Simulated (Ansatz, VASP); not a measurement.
# Cross-check of KBr between VASP and Ansatz, part 2 of 2

Wanted: the spread between two codes on one cell, functional and k mesh. The cell is taken from a series of VASP runs on this material, whose earlier steps may have relaxed, scaled or displaced it; both programs get it as it stands.

VASP 6.6.1 and Ansatz 0.2.0.

So far. Step 4 (Side by side): The walks stopped with -0.03 GPa left in Ansatz and 0.01 GPa in VASP; each walk ends within a tolerance, so the volume difference is uncertain by about these residues over the bulk modulus, most in soft cells.

**5. VASP: relaxation of cell and atoms, PBEsol with D3(BJ)**

Level of this step: PBEsol with D3(BJ); plane waves and PAW (Br, K_sv) (VASP).

The relaxed volume is the usual yardstick between codes: its relative difference is about their pressure difference at one cell divided by the bulk modulus. The cell compared in this pair holds 66.18 Å³, against 64.91 Å³ for the pair before.

Contents of INCAR:

```
SYSTEM = KBr
PREC = Accurate
ENCUT = 450
EDIFF = 1E-06
NELM = 100
ISMEAR = 0
SIGMA = 0.03
LREAL = .FALSE.
ALGO = Normal
GGA = PS
IVDW = 12
NBANDS = 14
LORBIT = 11
LWAVE = .FALSE.
LCHARG = .FALSE.
KPAR = 4
IBRION = 2
NSW = 50
ISIF = 3
EDIFFG = -0.006
```

Contents of POSCAR:

```
KBr
1.0
    0.0000000000      3.2104885807      3.2104885807
    3.2104885807      0.0000000000      3.2104885807
    3.2104885807      3.2104885807      0.0000000000
Br K
1 1
Direct
    0.5000000000      0.5000000000      0.5000000000
    0.0000000000      0.0000000000      0.0000000000
```

Contents of KPOINTS:

```
Automatic mesh
0
Gamma
6 6 6
0 0 0
```

PAW data sets: Br and K_sv (PBE family, release 64).

Started as:

```bash
$ mpirun -np 4 vasp_std
```

Numbers of over 12 decimals in the logs are rounded to 6 here.

The program printed:

```text
[banner, memory and clock lines left out]
running    4 mpi-ranks, on    1 nodes
[...]
|                                                                             |
|               ----> ADVICE to this user running VASP <----                  |
|                                                                             |
|     You enforced a specific xc type in the INCAR file but a different       |
|     [... a line on the potential file left out ...]
|     I HOPE YOU KNOW WHAT YOU ARE DOING!                                     |
|                                                                             |

 LDA part: xc-table for (Slater+PW92), standard interpolation
 POSCAR, INCAR and KPOINTS ok, starting setup
[...]
entering main loop
       N       E                     dE             d eps       ncg     rms          rms(c)
DAV:   1     0.933816659458E+02    0.93382E+02   -0.63875E+03   448   0.903E+02
DAV:   2    -0.126917570456E+01   -0.94651E+02   -0.87510E+02   600   0.230E+02
DAV:   3    -0.642523585496E+01   -0.51561E+01   -0.51366E+01   592   0.483E+01
DAV:   4    -0.659579763554E+01   -0.17056E+00   -0.17051E+00   710   0.802E+00
[...]
DAV:  11    -0.644483994235E+01   -0.55256E-06   -0.11236E-05   626   0.211E-02    0.105E-02
DAV:  12    -0.644484156880E+01   -0.16265E-05   -0.27714E-06   460   0.107E-02    0.379E-03
DAV:  13    -0.644484188043E+01   -0.31163E-06   -0.54046E-07   374   0.487E-03
   1 F= -.68929316E+01 E0= -.68929316E+01  d E =-.689293E+01
[...]
reached required accuracy - stopping structural energy minimisation
```

OUTCAR, selected parts (step 5):

```text
 Edisp (eV)   -0.44809

  Total       0.00728     0.00728     0.00728     0.00000     0.00000    -0.00000
  in kB       0.17630     0.17630     0.17630     0.00000     0.00000    -0.00000
  external pressure =        0.18 kB  Pullay stress =        0.00 kB

 POSITION                                       TOTAL-FORCE (eV/Angst)
 -----------------------------------------------------------------------------------
      3.21049      3.21049      3.21049         0.000000      0.000000      0.000000
      0.00000      0.00000      0.00000         0.000000     -0.000000     -0.000000
 -----------------------------------------------------------------------------------
    total drift:                                0.000000     -0.000000     -0.000000

  FREE ENERGIE OF THE ION-ELECTRON SYSTEM (eV)
  ---------------------------------------------------
  free  energy   TOTEN  =        -6.8929316346 eV

  energy  without entropy=       -6.8929316346  energy(sigma->0) =       -6.89293163

[... 2 parts as in an earlier step ...]

[... 2 further parts left out ...]
[key lines of the parts left out:]
E-fermi :  -1.3118
```

**6. Ansatz: relaxation of cell and atoms, PBEsol with D3(BJ)**

The same cell, functional, mesh and smearing now go to Ansatz, which takes its cutoff from its data sets.

The cell is taken from a series of VASP runs on this material, whose earlier steps may have relaxed, scaled or displaced it; both programs get it as it stands.

Contents of input.yaml:

```yaml
crystal:
  lattice:
    - [0.0, 3.2104885807, 3.2104885807]
    - [3.2104885807, 0.0, 3.2104885807]
    - [3.2104885807, 3.2104885807, 0.0]
  atoms:
    - { symbol: Br, position: [0.5, 0.5, 0.5] }
    - { symbol: K, position: [0.0, 0.0, 0.0] }
hamiltonian:
  xc: pbesol
  pseudopotentials: { kind: paw }
  dispersion: d3bj
kpoints:
  mp_grid: { grid: [6, 6, 6] }
scf:
  occupations: { method: gaussian, width: 0.03 }
relax:
  f_tol: 0.01
  max_steps: 60
  cell: { stress_tol: 0.05 }
output:
  forces: true
  stress: true
```

Started as:

```bash
$ ansatz run input.yaml --threads 4 --pin off --max-ram 9216MiB --backend cpu --events-out ev --progress --plain --runs-dir out
```

The program printed:

```text
[...]
Crystal: 2 atoms, lattice volume = 66.183 Å³
Basis set: ecut = 420 eV, 1291 PW (Γ), exchange–correlation on 64×64×64 points (8 copies of the dense FFT grid, shifted against one another)
Bands: 12, of which v1, the nominal top of the filled ones, is band 8 counted from 1 (7 counted from 0)
Symmetry: 48 space group operations
[...]
k-points: 16 of 216
[...]
-0.023087      -0.000000      -0.000000
       -0.000000      -0.023087      -0.000000
       -0.000000      -0.000000      -0.023087
  P = ⅓ Tr σ = -0.0231 GPa (-0.231 kbar)
--- Relaxed structure (2 steps of the walk, 2 accepted, 1 SCFs on fresh bases) ---
[...]
cell:  # Å, volume = 66.0833 Å³
    - [0, 3.208883, 3.208883]
    - [3.208883, 0.0, 3.208883]
    - [3.208883, 3.208883, 0]
  atoms:
    - { symbol: Br, position: [0.5, 0.5, 0.5] }
    - { symbol: K, position: [0, 0, 0] }
[key lines of the parts left out:]
SCF converged after 4 iterations
Free energy (F): -4256.419638 eV
Fermi energy:    3.826074 eV
```

Elapsed: 0.97 s, on 4 threads of Arm Neoverse V1, shared host; peak memory 0.31 GiB; 3 s of CPU time.

**7. Comparison**

What differs besides the data sets and the points named for the pairs above, as far as they apply: Ansatz makes its cores anew for this functional, VASP keeps those of its PBE data sets; VASP leaves aspherical gradient terms in its spheres out (LASPH is not set), Ansatz keeps them. Total energies have different zeros and are not compared.

The two programs side by side:

| quantity | Ansatz | VASP | difference |
| --- | --- | --- | --- |
| volume (Å³) | 66.08 | 66.18 | -0.15 % |
| edge a after relaxation, in the typed setting (Å) | 4.538 | 4.540 | -0.05 % |

The walks stopped with -0.02 GPa left in Ansatz and 0.02 GPa in VASP; each walk ends within a tolerance, so the volume difference is uncertain by about these residues over the bulk modulus, most in soft cells.

**8. Summary of results**

```json
{"difference in volume (relaxation of cell and atoms, LDA)": "-0.22 %", "difference in volume (relaxation of cell and atoms, PBEsol with D3(BJ))": "-0.15 %"}
```

**Reading.** The difference in volume is -0.22 % (relaxation of cell and atoms, LDA), within the 1.2 % picked in this series as the mark of a large difference, as far as the stopping tolerances let one tell. Such differences can come from data sets, numerical settings and the points named under the comparisons, not from the functional's error against experiment.

[Lines on the potential files, build, host, timing and source positions are cut from VASP's logs without a mark.]

[Logs are printed without paths, hosts, clocks, repeated set-up lines and the standing remarks that a program may print on its own settings, such as how far it seeks lower states.]

[Hosts, paths, dates, database ids (printed as entryN), source tags and the programs' standing remarks are cut or masked in the printed files.]
